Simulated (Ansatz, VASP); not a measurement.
# MgO in VASP and in Ansatz

INCAR

```
SYSTEM = MgO
PREC = Accurate
ENCUT = 520
EDIFF = 1E-7
ISMEAR = 0
SIGMA = 0.05
LREAL = .FALSE.
LASPH = .TRUE.
NELM = 60
ALGO = Normal
ISIF = 2
LWAVE = .FALSE.
LCHARG = .FALSE.
GGA = PS
NBANDS = 16
```

The input KPOINTS:

```
Automatic mesh
0
G
  9 9 6
  0 0 0
```

POSCAR

```
MgO
1.0
    3.3724495628      0.0000000000      0.0000000000
   -1.6862247814      2.9206269943      0.0000000000
    0.0000000000      0.0000000000      4.4883431560
Mg O
2 2
Direct
    0.6465117478      0.2930234957      0.7500000000
    0.3534882522      0.7069765043      0.2500000000
    0.6815065062      0.3630130124      0.2500000000
    0.3184934938      0.6369869876      0.7500000000
```

Input for Ansatz:

```yaml
crystal:
  lattice:
    - [3.3724495628, 0.0, 0.0]
    - [-1.6862247814, 2.9206269943, 0.0]
    - [0.0, 0.0, 4.488343156]
  atoms:
    - { symbol: Mg, position: [0.6465117478, 0.2930234957, 0.75] }
    - { symbol: Mg, position: [0.3534882522, 0.7069765043, 0.25] }
    - { symbol: O, position: [0.6815065062, 0.3630130124, 0.25] }
    - { symbol: O, position: [0.3184934938, 0.6369869876, 0.75] }
basis:
  ecutwfc: 520.0
kpoints:
  mp_grid: { grid: [9, 9, 6] }
hamiltonian:
  xc: pbesol
  pseudopotentials: { kind: paw, azcp: { folder: soft_1 } }
scf:
  occupations: { method: gaussian, width: 0.05 }
output:
  forces: true
  stress: true
  eigenvalues: true
```

Change from the starting cell: mode 5 frozen in at -0.122 Å, strain +e along z and -e/2 along x and y +0.0700.

Alike in both runs: task single point; functional PBEsol; k mesh 9 × 9 × 6; occupations gaussian, width 0.05 eV; no spin polarisation.

|  | VASP | Ansatz |
| --- | --- | --- |
| version | VASP 6.6.1 | Ansatz 0.2.0 |
| potentials or method | VASP PAW PBE potentials, release 64 (Mg, O) | scalar-relativistic, plane waves, PAW |
| plane-wave cutoff (eV) | 520 | 520 |
| valence electrons in the cell | 16 | 32 |

Ansatz gave:

```
gap on the k mesh at the Fermi level (eV)       : 3.11
least direct gap on the mesh (eV)               : 3.11
pressure (GPa)                                  : 2.8
largest component of the traceless stress (GPa) : 9.29
rms of the force components (eV/Å)              : 0.406
```

**Question.** What did VASP give for the same quantities?

**Answer.** gap on the k mesh at the Fermi level (eV): 3.10; least direct gap on the mesh (eV): 3.10; pressure (GPa): 2.5; largest component of the traceless stress (GPa): 9.44; rms of the force components (eV/Å): 0.412.

Atom by atom the forces differ by 0.006 eV/Å (rms over components). The two sets of potentials don't hold the same shells in valence. Ansatz warned: «pseudo_functional_mismatch».

Caveats: the PAW data sets were made with another functional, which shifts forces and pressure a little (VASP).
